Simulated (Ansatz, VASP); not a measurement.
**ZnS in VASP and in Ansatz**

```xyz
4
Lattice="3.8056 0.0000 0.0000 -1.9028 3.2958 0.0000 0.0000 0.0000 6.2416" Properties=species:S:1:pos:R:3 pbc="T T T"
Zn    0.0000    2.1972    0.0017
Zn    1.9028    1.0986    3.1225
S     0.0000    2.1972    2.3389
S     1.9028    1.0986    5.4597
```

Change from the starting cell: equal strain along all axes, cell held, atoms relaxed: -1.0 %.

Alike in both runs: functional PBE; k mesh 12 × 12 × 4; occupations gaussian, width 0.02 eV; no spin polarisation.

Ansatz relaxed the structure, and its values are those at the end. VASP's run is a single point on that final structure, the one shown.

|  | VASP | Ansatz |
| --- | --- | --- |
| version | VASP 6.6.1 | Ansatz 0.2.0 |
| potentials or method | VASP PAW PBE potentials, release 64 (Zn, S) | scalar-relativistic, plane waves, PAW |
| plane-wave cutoff (eV) | 520 | 420 |
| valence electrons in the cell | 36 | 36 |

Ansatz gave:

| Quantity | Value |
| --- | --- |
| gap on the k mesh at the Fermi level (eV) | 2.22 |
| least direct gap on the mesh (eV) | 2.22 |
| pressure (GPa) | 2.3 |
| rms of the force components (eV/Å) | 0.003 |

Estimate VASP's values.

gap on the k mesh at the Fermi level (eV): 2.22; least direct gap on the mesh (eV): 2.22; pressure (GPa): 2.4; rms of the force components (eV/Å): 0.004.

Ansatz warned: «stress_scf_threshold_loose».

A k mesh can miss the band edges.
